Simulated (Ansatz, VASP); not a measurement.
## Two plane-wave programs on Mo

```
CELL_PARAMETERS angstrom
2.81089 0.00000 0.00000
-1.40545 2.43431 0.00000
0.00000 0.00000 2.42977
ATOMIC_POSITIONS crystal
Mo 0.00000 0.00000 0.50000
```

Change from the starting cell: strain +0.025 along x and y, -0.025 along z, atoms carried along.

Alike in both runs: task single point; functional PBEsol; k mesh 24 × 24 × 24; occupations gaussian, width 0.15 eV; no spin polarisation.

```csv
,VASP,Ansatz
version,VASP 6.6.1,Ansatz 0.2.0
potentials or method,"VASP PAW PBE potentials, release 64 (Mo_sv)","scalar-relativistic, plane waves, PAW"
plane-wave cutoff (eV),520,420
valence electrons in the cell,14,14
```

```tsv
	VASP	Ansatz	Ansatz less VASP
gap on the k mesh at the Fermi level (eV)	none	none	-
pressure (GPa)	-3.4	-4.0	-0.61
largest component of the traceless stress (GPa)	8.63	8.17	-0.461
```

A gap of «none» marks a metal or a gap that the smearing closes. The functional is the same, so the differences come from potentials, cutoffs and numerics.

Caveats: the PAW data sets were made with another functional, which shifts forces and pressure a little (VASP).
